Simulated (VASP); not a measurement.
# SnTe3 (Fm-3m) in VASP: equation of state

How stiff is SnTe3 in PBEsol, and what volume does it want? The cell is scaled to several volumes.

Program: VASP 6.6.1. These are calculated values, not measurements. Logs are shortened: lines on timing, memory, paths and dates and some standing lists are left out, and cuts for length are marked.

### Step 1. Starting point

The structure is cubic, space group Fm-3m (No. 225). Conventional cell: a = 7.722 Å, b = 7.722 Å, c = 7.722 Å, α = 90.00°, β = 90.00°, γ = 90.00°. Te (site symmetry m-3m) has 8 Te at 3.34 Å as nearest neighbours. Te (site symmetry -43m) has 4 Te at 3.34 Å and 4 Sn at 3.34 Å as nearest neighbours. Sn (site symmetry m-3m) is surrounded by 8 Te at 3.34 Å.

The cell comes from a database or a generator and needn't be the stable form of this composition.

### Step 2. Equation of state, PBEsol, 27.06 Å³/atom (volume scaled by 0.94)

The input, INCAR:

```
PREC = Accurate
ENCUT = 520
EDIFF = 1E-7
ISMEAR = -1
SIGMA = 0.05
LREAL = F
LASPH = T
NELM = 100
ALGO = Normal
ISIF = 2
LWAVE = F
LCHARG = F
GGA = PS
NBANDS = 24
```

The input, KPOINTS:

```
Automatic mesh
0
Gamma
  6 6 6
```

The input, POSCAR:

```
SnTe3
1.0
    0.0000000000      3.7823964951      3.7823964951
    3.7823964951      0.0000000000      3.7823964951
    3.7823964951      3.7823964951      0.0000000000
Te Sn
3 1
Direct
    0.5000000000      0.5000000000      0.5000000000
    0.7500000000      0.7500000000      0.7500000000
    0.2500000000      0.2500000000      0.2500000000
    0.0000000000      0.0000000000      0.0000000000
```

Potentials or basis: VASP PAW PBE potentials, release 64 (Te, Sn_d).

On the command line:

```sh
> cat potpaw_PBE.64/Te/POTCAR potpaw_PBE.64/Sn_d/POTCAR > POTCAR
> mpirun -np 1 vasp_std > vasp.out
```

OUTCAR:

```text
PREC = Accurate
   ENCUT = 520
   EDIFF = 1E-7
   ISMEAR = -1
   LREAL = F
   LASPH = T
   NELM = 100
   ISIF = 2
   GGA = PS

 Found     16 irreducible k-points:

 Following reciprocal coordinates:
            Coordinates               Weight
  0.000000  0.000000  0.000000      1.000000
  0.166667  0.000000  0.000000      8.000000
  0.333333  0.000000  0.000000      8.000000
  0.500000  0.000000  0.000000      4.000000
  0.166667  0.166667  0.000000      6.000000
  0.333333  0.166667  0.000000     24.000000
   k-points           NKPTS =     16   k-points in BZ     NKDIM =     16   number of bands    NBANDS=     24
   number of dos      NEDOS =    301   number of ions     NIONS =      4
   total plane-waves  NPLWV =  64000
   dimension x,y,z NGX =    40 NGY =   40 NGZ =   40
   dimension x,y,z NGXF=    80 NGYF=   80 NGZF=   80
   ions per type =               3   1
   NGX,Y,Z   is equivalent  to a cutoff of  12.43, 12.43, 12.43 a.u.
   NGXF,Y,Z  is equivalent  to a cutoff of  24.86, 24.86, 24.86 a.u.
 SYSTEM =  unknown system
   PREC   = accura    normal or accurate (medium, high low for compatibility)
   ISTART =      0    job   : 0-new  1-cont  2-samecut
   ICHARG =      2    charge: 1-file 2-atom 10-const
   ISPIN  =      1    spin polarized calculation?
   LNONCOLLINEAR =      F non collinear calculations
   LSORBIT =      F    spin-orbit coupling
   LASPH  =      T    aspherical Exc in radial PAW
   ENCUT  =  520.0 eV  38.22 Ry    6.18 a.u.   9.95  9.95  9.95*2*pi/ulx,y,z
   NELM   =    100;   NELMIN=  2; NELMDL= -5     # of ELM steps
   EDIFF  = 0.1E-06   stopping-criterion for ELM
   LREAL  =      F    real-space projection
   EDIFFG = 0.1E-05   stopping-criterion for IOM
   NSW    =      0    number of steps for IOM
   IBRION =     -1    ionic relax: 0-MD 1-quasi-New 2-CG
   NFREE  =      0    steps in history (QN), initial steepest desc. (CG)
   ISIF   =      2    stress and relaxation
   ISYM   =      2    0-nonsym 1-usesym 2-fastsym
   POTIM  = 0.5000    time-step for ionic-motion
   TEBEG  =    0.0;   TEEND  =   0.0 temperature during run
   PSTRESS=    0.0 pullay stress
   NELECT =      32.0000    total number of electrons
   NUPDOWN=      -1.0000    fix difference up-down
   EMIN   =  10.00;   EMAX   =-10.00  energy-range for DOS
   EFERMI =   0.00;   METHOD = LEGACY
   ISMEAR =    -1;   SIGMA  =   0.05  broadening in eV -4-tet -1-fermi 0-gaus
   EFERMI_NEDOS =   21; number of points for ismear=-14 and -15
   IALGO  =     38    algorithm
   IMIX   =      4    mixing-type and parameters
     AMIX     =   0.40;   BMIX     =  1.00
     AMIX_MAG =   1.60;   BMIX_MAG =  1.00
  volume/ion in A,a.u.               =      27.06       182.59
  Fermi-wavevector in a.u.,A,eV,Ry     =   1.090639  2.061009 16.184047  1.189494
  Thomas-Fermi vector in A             =   2.226868
   LORBIT       =      0    0 simple, 1 ext, 2 COOP (PROOUT), +10 PAW based schemes
   GGA     = PS    functional components
   LHFCALC =     F    Hartree Fock is set to
   AEXX    =    0.0000 exact exchange contribution
   IVDW    =     0    specifies the selected vdW correction
   LEPSILON=     F    determine dielectric tensor
   LRPA    =     F    only Hartree local field effects (RPA)
 non-spin polarized calculation
  energy-cutoff  :      520.00
  volume of cell :      108.23
 maximum number of plane-waves:      2929
   NGX = 19   NGY = 19   NGZ = 19

 number of electron      32.0000001 magnetization

 Free energy of the ion-electron system (eV)
  ---------------------------------------------------
  ext. energy  EPLUGINS =         0.00000000
  ---------------------------------------------------
  free energy    TOTEN  =       -14.42895824 eV

  energy without entropy =      -14.38926667  energy(sigma->0) =      -14.40911245

 E-fermi :   8.4188     XC(G=0): -10.4350

 val. band max:        8.4113611719   @ k =   0.3333   0.0000   0.0000
 cond. band min:       8.4234745691   @ k =  -0.1667   0.1667   0.0000
 fundamental gap:      0.0121133972
 Fermi energy:         8.4187596599

 k-point     1 :       0.0000    0.0000    0.0000
  band No.  band energies     occupation
      1     -13.0816      2.00000
      2     -13.0816      2.00000
      3     -13.0816      2.00000
      4     -13.0751      2.00000
      5     -13.0751      2.00000
      6      -5.5476      2.00000
[... 16 lines left out ...]
     23      12.8582      0.00000
     24      18.8004      0.00000

 k-point     2 :       0.1667    0.0000    0.0000
  band No.  band energies     occupation
      1     -13.0820      2.00000
      2     -13.0813      2.00000
      3     -13.0813      2.00000
      4     -13.0751      2.00000
      5     -13.0751      2.00000
      6      -5.3591      2.00000
[... 16 lines left out ...]
     23      12.5879      0.00000
     24      17.8084      0.00000

 k-point     3 :       0.3333    0.0000    0.0000
  band No.  band energies     occupation
      1     -13.0829      2.00000
      2     -13.0808      2.00000
      3     -13.0808      2.00000
      4     -13.0752      2.00000
      5     -13.0752      2.00000
      6      -4.8221      2.00000
[... 16 lines left out ...]
     23      13.8649      0.00000
     24      16.6995      0.00000

 k-point     4 :       0.5000    0.0000    0.0000
  band No.  band energies     occupation
      1     -13.0833      2.00000
      2     -13.0805      2.00000
      3     -13.0805      2.00000
      4     -13.0752      2.00000
      5     -13.0752      2.00000
      6      -4.2666      2.00000
[... 16 lines left out ...]
     23      16.1313      0.00000
     24      16.1322      0.00000

 k-point     5 :       0.1667    0.1667    0.0000
  band No.  band energies     occupation
      1     -13.0825      2.00000
      2     -13.0810      2.00000
      3     -13.0810      2.00000
      4     -13.0754      2.00000
      5     -13.0749      2.00000
      6      -5.2959      2.00000
[... 16 lines left out ...]
     23      12.9659      0.00000
     24      17.7144      0.00000

 k-point     6 :       0.3333    0.1667    0.0000
  band No.  band energies     occupation
      1     -13.0831      2.00000
      2     -13.0807      2.00000
      3     -13.0805      2.00000
      4     -13.0756      2.00000
      5     -13.0749      2.00000
      6      -4.8711      2.00000
[... 16 lines left out ...]
     23      14.7503      0.00000
     24      16.8299      0.00000

 [... further k-points ...]

------------------------ aborting loop because EDIFF is reached ----------------------------------------

  FORCE on cell =-STRESS in cart. coord.  units (eV):
  Direction    XX          YY          ZZ          XY          YZ          ZX
  --------------------------------------------------------------------------------------
  -------------------------------------------------------------------------------------
  Total        0.2048175      0.2048175      0.2048175     -0.0000000      0.0000000     -0.0000000
  in kB        3.0321210      3.0321210      3.0321210     -0.0000000      0.0000000     -0.0000000
  external PRESSURE =       3.0321210 kB  Pullay stress =       0.0000000 kB

 VOLUME and BASIS-vectors are now :
 -----------------------------------------------------------------------------
  energy-cutoff  :      520.00
  volume of cell :      108.23
      direct lattice vectors                 reciprocal lattice vectors
     0.000000000  3.782396495  3.782396495    -0.132191324  0.132191324  0.132191324
     3.782396495  0.000000000  3.782396495     0.132191324 -0.132191324  0.132191324
     3.782396495  3.782396495  0.000000000     0.132191324  0.132191324 -0.132191324

 POSITION                                       TOTAL-FORCE (eV/Angst)
 -----------------------------------------------------------------------------------
      3.78240      3.78240      3.78240        -0.000000      0.000000     -0.000000
      5.67359      5.67359      5.67359         0.000000      0.000000      0.000000
      1.89120      1.89120      1.89120        -0.000000     -0.000000     -0.000000
      0.00000      0.00000      0.00000        -0.000000      0.000000     -0.000000
 -----------------------------------------------------------------------------------
    total drift:                               -0.000000      0.000000      0.000000

  FREE ENERGIE OF THE ION-ELECTRON SYSTEM (eV)
  ---------------------------------------------------
  free  energy   TOTEN  =       -14.4289582442 eV

  energy  without entropy=      -14.3892666656  energy(sigma->0) =      -14.40911245
```

It took 56 s on 1 thread of Intel Xeon Platinum 8488C (Sapphire Rapids), shared host; peak memory 0.25 GiB.

What came out:

```yaml
Free_energy: -14.4290 eV
Pressure: 0.3 GPa
Band_gap_on_the_k_mesh: none (metal or under the smearing width)
```

Caveat: the PAW data sets were made with another functional, which shifts forces and pressure a little.

### Step 3. Equation of state, PBEsol, 27.63 Å³/atom (volume scaled by 0.96)

INCAR is that of step 2.

KPOINTS is that of step 2.

The input, POSCAR:

```
SnTe3
1.0
    0.0000000000      3.8090339678      3.8090339678
    3.8090339678      0.0000000000      3.8090339678
    3.8090339678      3.8090339678      0.0000000000
Te Sn
3 1
Direct
    0.5000000000      0.5000000000      0.5000000000
    0.7500000000      0.7500000000      0.7500000000
    0.2500000000      0.2500000000      0.2500000000
    0.0000000000      0.0000000000      0.0000000000
```

Potentials or basis: VASP PAW PBE potentials, release 64 (Te, Sn_d).

On the command line:

```sh
> cat potpaw_PBE.64/Te/POTCAR potpaw_PBE.64/Sn_d/POTCAR > POTCAR
> mpirun -np 1 vasp_std > vasp.out
```

It took 53 s on 1 thread of Intel Xeon Platinum 8488C (Sapphire Rapids), shared host; peak memory 0.25 GiB.

Results (log left out):

- Free energy: -14.4252 eV
- Pressure: -0.8 GPa
- Band gap on the k mesh: none (metal or under the smearing width)

Caveat: the PAW data sets were made with another functional, which shifts forces and pressure a little.

### Step 4. Equation of state, PBEsol, 28.21 Å³/atom (volume scaled by 0.98)

INCAR is that of step 3.

KPOINTS is that of step 3.

The input, POSCAR:

```
SnTe3
1.0
    0.0000000000      3.8353039977      3.8353039977
    3.8353039977      0.0000000000      3.8353039977
    3.8353039977      3.8353039977      0.0000000000
Te Sn
3 1
Direct
    0.5000000000      0.5000000000      0.5000000000
    0.7500000000      0.7500000000      0.7500000000
    0.2500000000      0.2500000000      0.2500000000
    0.0000000000      0.0000000000      0.0000000000
```

On the command line:

```sh
> cat potpaw_PBE.64/Te/POTCAR potpaw_PBE.64/Sn_d/POTCAR > POTCAR
> mpirun -np 1 vasp_std > vasp.out
```

It took 45 s on 1 thread of Intel Xeon Platinum 8488C (Sapphire Rapids), shared host; peak memory 0.25 GiB.

Results (log left out):

```yaml
Free_energy: -14.4058 eV
Pressure: -1.9 GPa
Band_gap_on_the_k_mesh: none (metal or under the smearing width)
```

Caveat: the PAW data sets were made with another functional, which shifts forces and pressure a little.

[end of part 1 of 2]
